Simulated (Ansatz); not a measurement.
Input for Ansatz (plane-wave DFT), HfB$_{2}$:

```yaml
crystal:
  lattice:
    - [3.1326790839, 0.0, 0.0]
    - [-1.5663395419, 2.7129796685, 0.0]
    - [0.0, 0.0, 3.47921399]
  atoms:
    - { symbol: Hf, position: [0.0, 0.0, 0.0] }
    - { symbol: B, position: [0.3333333333, 0.6666666667, 0.5] }
    - { symbol: B, position: [0.6666666667, 0.3333333333, 0.5] }
basis:
  ecutwfc: 420
kpoints:
  mp_grid: { grid: [6, 6, 4] }
hamiltonian:
  xc: pbe
scf:
  occupations: { method: methfessel_paxton }
output:
  forces: true
  stress: true
  eigenvalues: true
magnetization:
  spin_polarized: true
  initial_magnetization: 5.0
```

Command:

```bash
ansatz run input.yaml --threads 1 --pin off --max-ram 1331MiB --backend cpu --events-out ev --progress --plain --runs-dir out
```

Output, shortened (HF is the Harris–Foulkes energy, dr2 the density residual in eV):

```text
Warning: where an SCF of this run starts from atoms to list the orders of its open shells, B (sites 1, 2, from 0) starts with 1.00 μB on its 2p shell, in the place of the 1.67 μB that the deck gives it: its open shells can hold no more by Hund's first rule. To start from spheres of the given moment, type scf.initial_density.shell_occupations: []
Pseudopotential: Hf, paw, valence charge 26, recommended cutoff 420 eV (normal)
Pseudopotential: B, paw, valence charge 3, recommended cutoff 420 eV (normal)
Crystal: 3 atoms, lattice volume = 29.569 Å³
Basis set: ecut = 420 eV, 563 PW (Γ), exchange–correlation on 48×48×48 points (8 copies of the dense FFT grid, shifted against one another)
Bands: 23, of which v1, the nominal top of the filled ones, is band 16 counted from 1 (15 counted from 0)
Symmetry: 24 space group operations
Space group: P6/mmm (ITA 191), of the structure as read, at distance tolerance 3.1e-5 Å
k-points: 21 of 144
Initial density: superposition of atomic densities
Starting moments: Σ|m| = 5 μB on 3 of 3 sites
SCF iter   1: HF=-16015.208714 eV  Δρ=3.75e-2 (↑3.42e-2 ↓3.75e-2) dr2=5.57e-1  dr2_m=1.64e-1  M=5.000 μB ∫|m|=5.000 μB
SCF iter   2: HF=-16029.863473 eV  Δρ=7.49e-2 (↑7.46e-2 ↓7.49e-2) dr2=1.09e0  dr2_m=1.33e0  M=0.146 μB ∫|m|=0.221 μB
SCF iter   3: HF=-16032.809571 eV  Δρ=5.12e-2 (↑5.08e-2 ↓5.12e-2) dr2=2.54e-1  dr2_m=6.54e-1  M=0.127 μB ∫|m|=0.175 μB
SCF iter   4: HF=-16035.938645 eV  Δρ=1.21e-2 (↑1.17e-2 ↓1.21e-2) dr2=4.87e-2  dr2_m=3.18e-2  M=0.041 μB ∫|m|=0.063 μB
   ...
iteration 8: the input's own smearing fills from here on; a Gaussian of 0.1 eV has filled iterations ahead of it
SCF iter  12: HF=-16036.162299 eV  S|Δr|=    0.00e0  Δρ=5.90e-6 (↑5.90e-6 ↓4.51e-6) dr2=4.87e-8  dr2_m=1.24e-9  M=0.000 μB ∫|m|=0.000 μB
SCF iter  13: HF=-16036.162299 eV  S|Δr|=    0.00e0  Δρ=1.09e-6 (↑9.12e-7 ↓1.09e-6) dr2=5.84e-11  dr2_m=2.66e-10  M=0.000 μB ∫|m|=0.000 μB
SCF iter  14: F=-16036.162299 eV  HF=-16036.162299 eV  S|Δr|=    0.00e0  Δρ=2.76e-7 (↑2.71e-7 ↓2.76e-7) dr2=1.93e-12  dr2_m=1.98e-11  M=0.000 μB ∫|m|=0.000 μB
SCF 1 converged in 14 iterations: F = -16036.162299 eV  dr2 = 1.93e-12
WARN: the starting moments were not kept: the SCF closed with an absolute magnetisation of 8.1e-6 μB, where they sum to 5 μB in size (3 sites). That is at most 0.1 of that sum. Measured as dr2_m measures the in/out step, that magnetisation stands 8.9e-12 eV from none, at or under the dr2_threshold of 1.0e-7 eV: it is no larger than a step whose dr2_m would equal this threshold. The system may hold no moment …
this state was not tested for a lower state beside it, because cold or Methfessel-Paxton smearing, or corrected tetrahedra, fill the levels in a way that the test cannot read (fill_not_monotonic; see scf.lower_state_search)
SCF converged after 14 iterations
Magnetization: 0.0000 μB (16.0000 up, 16.0000 down)
Absolute magnetization: 0.0000 μB (∫|ρ↑−ρ↓|, with the PAW one-centre terms)
Per-site moments (μB) at R_I (Å): [(5.7808e-7, 1.0351), (1.3486e-6, 0.7460), (1.3486e-6, 0.7460)]
Free energy (F): -16036.162299 eV
E sigma→0 (E₀):  -16036.161869 eV
Entropy (-TS):   -0.001719 eV (-0.573 meV/atom)
Fermi energy:    20.294058 eV
--- Forces (eV/Å), atoms counted from 1 ---
  atom   1  Hf    -0.00000000    -0.00000000     0.00000000
  atom   2  B     -0.00000000     0.00000000    -0.00000000
  atom   3  B      0.00000000    -0.00000000     0.00000000
--- Stress (GPa, compression-positive) ---
        4.131495       0.000000      -0.000000
        0.000000       4.131495      -0.000000
       -0.000000      -0.000000       0.341184
  P = ⅓ Tr σ = 2.8681 GPa (28.681 kbar)
```

These settings were drawn at random to show what each does; none of the numbers is a converged property of the crystal. The starting moments weren't kept.